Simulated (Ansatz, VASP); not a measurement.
# Two plane-wave programs on Ti

Contents of INCAR:

```
SYSTEM = Ti
PREC     = Accurate       ! precision mode
ENCUT    = 520            ! plane-wave cutoff, eV
EDIFF    = 1E-7           ! SCF threshold, eV
ISMEAR   = -1             ! smearing method
SIGMA    = 0.1            ! smearing width, eV
LREAL    = .False.        ! projectors in reciprocal space
LASPH    = .True.         ! aspherical terms in the spheres
NELM     = 100            ! most SCF steps
ALGO     = Normal         ! electronic algorithm
ISIF     = 2              ! what is computed and relaxed
LWAVE    = .False.        ! write WAVECAR
LCHARG   = .False.        ! write CHGCAR
GGA      = PS             ! functional
NBANDS   = 19             ! bands
```

File KPOINTS:

```
Automatic mesh
0
Gamma
  11 11 11
  0 0 0
```

Contents of POSCAR:

```
Ti
1.0
    0.0000000000      2.7294707805      2.7294707805
    2.7294707805      0.0000000000      2.7294707805
    2.7294707805      2.7294707805      0.0000000000
Ti
2
Direct
    0.1250000000      0.1250000000      0.1250000000
    0.8750000000      0.8750000000      0.8750000000
```

Input for Ansatz:

```yaml
crystal:
  lattice:
    - [0.0, 2.7294707805, 2.7294707805]
    - [2.7294707805, 0.0, 2.7294707805]
    - [2.7294707805, 2.7294707805, 0.0]
  atoms:
    - { symbol: Ti, position: [0.125, 0.125, 0.125] }
    - { symbol: Ti, position: [0.875, 0.875, 0.875] }
hamiltonian:
  xc: pbesol
  pseudopotentials:
    kind: paw
    azcp:
      Ti: "pseudopotentials/Ti.paw.azcp"
basis:
  ecutwfc: 420
  fft_grid_basis: typed
kpoints:
  mp_grid: { grid: [11, 11, 11], shift: [0, 0, 0] }
magnetization:
  spin_polarized: false
scf:
  occupations: { method: fermi_dirac, width: 0.1 }
  lower_state_search: "off"
output:
  stress: true
```

Alike in both runs: task single point; functional PBEsol; k mesh 11 × 11 × 11; occupations fermi-dirac, width 0.1 eV; no spin polarisation.

|  | VASP | Ansatz |
| --- | --- | --- |
| version | VASP 6.6.1 | Ansatz 0.2.0 |
| potentials or method | VASP PAW PBE potentials, release 64 (Ti_sv) | plane waves (420 eV) with PAW, scalar-relativistic |
| plane-wave cutoff (eV) | 520 | 420 |
| valence electrons in the cell | 24 | 24 |

VASP gave:

- pressure (GPa): 1.7

Problem. Estimate Ansatz's values.

Solution. Pressure (GPa): 1.4.

The functional is the same, so the differences come from potentials, cutoffs and numerics. Ansatz warned: «pseudo_functional_mismatch».

Caveats: the PAW data sets were made with another functional, which shifts forces and pressure a little (VASP).
